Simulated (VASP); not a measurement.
Runs of VASP 6.6.1 on CaSe. It takes space group Fm-3m (No. 225, cubic). Conventional cell: a = 5.912 Å, b = 5.912 Å, c = 5.912 Å, α = 90.00°, β = 90.00°, γ = 90.00°. Ca (site symmetry m-3m) is surrounded by 6 Se at 2.96 Å. Se (site symmetry m-3m) has 6 Ca at 2.96 Å as nearest neighbours. 

```tsv
task	level	potentials or basis	spin	cell	k mesh	cutoff (eV)	gap on the mesh (eV)	pressure (GPa)
relaxation of cell and atoms	PBEsol	VASP PAW PBE potentials, release 64 (Ca_sv, Se)	off	relaxed	8 × 8 × 8	600	1.88	0.0
band structure	LDA	VASP PAW LDA potentials, release 64 (Ca_sv, Se)	off	Fm-3m, 25.37 Å³/atom	8 × 8 × 8	520	1.81	(a)
band structure	TB-mBJ	VASP PAW PBE potentials, release 64 (Ca_sv, Se)	off	Fm-3m, 25.37 Å³/atom	8 × 8 × 8	520	2.82	-
band structure	r2SCAN	VASP PAW PBE potentials, release 64 (Ca_sv, Se)	off	Fm-3m, 25.37 Å³/atom	8 × 8 × 8	520	2.45	(b)
```

Alike in all rows: smearing gaussian 0.03 eV.

Problem. Fill in the values left out.

Solution. (a) -2.1; (b) 1.9.

Caveats: the PAW data sets were made with another functional, which shifts forces and pressure a little (some runs).

A k mesh can miss the band edges, and the runs leave out spin-orbit coupling on Se.

Runs at the PBE level aren't shown here.
